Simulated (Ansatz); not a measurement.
## Mo under changes of volume

One of the cells (15.892 Å³/atom); the others are scaled copies at fixed shape and fractional positions:

```
Mo
1.0
    -1.58381    1.58381    1.58381
     1.58381   -1.58381    1.58381
     1.58381    1.58381   -1.58381
Mo
1
Direct
  0.00000 0.00000 0.00000
```

| Item | Value |
| --- | --- |
| Program | Ansatz 0.2.0 |
| Functional | r2SCAN |
| Potentials or basis | Ansatz PAW |
| Cutoff | 500 eV (not typed: the program's choice for these potentials) |
| k mesh | 12 × 12 × 12 |
| Occupations | fermi-dirac, width 0.05 eV |
| Spin | no spin polarisation |

```tsv
volume (Å³/atom)	energy over the lowest point (meV/atom)	pressure (GPa)
14.938	27.74	13.6
15.256	?	?
15.574	0.00	0.9
15.892	3.65	-4.5
16.209	17.45	-9.3
16.527	40.38	-13.7
16.845	71.51	-17.6
```

**Question.** What does the run at 15.256 Å³/atom give?

**Answer.** Energy over the lowest point 7.61 meV/atom; pressure 6.9 GPa.

Worked out: A Birch-Murnaghan fit of order 3 (a polynomial in V^(-2/3)) to the other rows has its minimum at 15.62 Å³/atom with B0 = V·E''(V) = 274 GPa and B' = 4.2. It gives 7.59 meV/atom at 15.256 Å³/atom, against the run's 7.61, and -dE/dV = 6.9 GPa, against 6.9.

Energies are extrapolated to zero smearing.

Caveats: the PAW data sets come from PBE, with cores solved anew for the run's functional, which leaves a small shift of forces and pressure.
